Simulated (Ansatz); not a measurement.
Crystal: Sb.

```
Sb
1.0
     3.35453    0.00000    0.00000
    -1.67727    2.90511    0.00000
     0.00000    0.00000    5.47016
Sb
2
Cartesian
  1.6773 0.9684 4.1026
  0.0000 1.9367 1.3675
```

This isn't the form of Sb at room conditions, which is rhombohedral.

```yaml
Program: Ansatz 0.2.0
Task: relaxation of cell and atoms
Functional: BLYP
Potentials_or_basis: Ansatz PAW
Cutoff: "420 eV (not typed: the program's choice for these potentials)"
k_mesh: 9 × 9 × 5
Occupations: fermi-dirac, width 0.05 eV
Spin: no spin polarisation
```

At the start: volume 26.65 Å³/atom.

Task: How do energy, volume and symmetry change on relaxing?

Result: It ends after 23 steps and the volume is 33.14 Å³/atom (+24.3 %); space group P6_3/mmc (No. 194, to 0.05 Å).

The path:
```tsv
step	energy change (eV)	largest force (eV/Å)	volume (Å³)
1	0.0000	0.0000	53.31
2	-0.1348	0.0000	61.31
3	-0.1379	0.0000	60.39
4	-0.1382	0.0000	60.14
5	-0.1383	0.0000	60.10
6	-0.1415	0.0000	59.74
7	-0.1548	0.0000	59.36
8	-0.1595	0.0000	60.22
9	-0.1622	0.0000	61.12
10	-0.1879	0.0000	63.43
11	-0.2800	0.0000	62.66
12	-0.4163	0.0000	61.80
13	-0.4316	0.0000	60.77
14	-0.4514	0.0000	61.41
15	-0.4520	0.0000	61.02
16	-0.4521	0.0000	61.12
17	-0.5593	0.0000	61.12
18	-0.6095	0.0000	63.17
19	-0.6374	0.0000	65.76
20	-0.6380	0.0000	66.38
21	-0.6381	0.0000	66.25
22	-0.6381	0.0000	66.29
23	-0.6389	0.0000	66.29
```

Final structure:
```cif
data_structure
_symmetry_space_group_name_H-M 'P 1'
_symmetry_Int_Tables_number 1
_cell_length_a 4.2935
_cell_length_b 4.2935
_cell_length_c 4.1521
_cell_angle_alpha 90.000
_cell_angle_beta 90.000
_cell_angle_gamma 120.000
_cell_volume 66.29
loop_
_atom_site_label
_atom_site_type_symbol
_atom_site_fract_x
_atom_site_fract_y
_atom_site_fract_z
_atom_site_occupancy
Sb1 Sb 0.66667 0.33333 0.75000 1
Sb2 Sb 0.33333 0.66667 0.25000 1
```

Caveat: the volume moved by over 15 % at a fixed basis, so the end points are rough; the plane-wave basis is chosen anew once the cell has moved, so the energies of steps on either side of that aren't comparable; the PAW data sets come from PBE, with cores solved anew for the run's functional, which leaves a small shift of forces and pressure.
